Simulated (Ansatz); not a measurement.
The system is Al.

```
Al
1.0
     2.81246    0.00000    0.00000
    -1.40623    2.43566    0.00000
     0.00000    0.00000    4.86685
Al
2
Direct
  0.33333 0.66667 0.25000
  0.66667 0.33333 0.75000
```

This isn't the form of Al at room conditions, which is fcc.

| Property | Result |
| --- | --- |
| Program | Ansatz 0.2.0 |
| Task | relaxation of cell and atoms |
| Functional | B3LYP |
| Potentials or basis | Ansatz PAW |
| Cutoff | 420 eV (not typed: the program's choice for these potentials) |
| k mesh | 6 × 6 × 3 |
| Occupations | fermi-dirac, width 0.05 eV |
| Spin | no spin polarisation |

At the start: volume 16.67 Å³/atom.

Task: Where does the relaxation end?

Result: It ends after 5 steps and the volume is 17.42 Å³/atom (+4.5 %); space group P6_3/mmc (No. 194, to 0.05 Å).

The path:
```csv
step,energy change (eV),largest force (eV/Å),volume (Å³)
1,0.0000,0.0000,33.34
2,-0.0401,0.0000,34.95
3,-0.0417,0.0000,34.82
4,-0.0418,0.0000,34.84
5,-0.0429,0.0000,34.84
```

Final structure:
```yaml
crystal:
  lattice:
    - [2.90010, 0.00000, 0.00000]
    - [-1.45005, 2.51156, 0.00000]
    - [0.00000, 0.00000, 4.78351]
  atoms:
    - { symbol: Al, position: [0.33333, 0.66667, 0.25000] }
    - { symbol: Al, position: [0.66667, 0.33333, 0.75000] }
```

Caveat: the k mesh is coarse (spacing up to 0.43 Å⁻¹), so the values aren't converged, least of all with exact exchange; the plane-wave basis is chosen anew once the cell has moved, so the energies of steps on either side of that aren't comparable; the PAW data sets come from PBE, with cores solved anew for the run's functional, which leaves a small shift of forces and pressure.
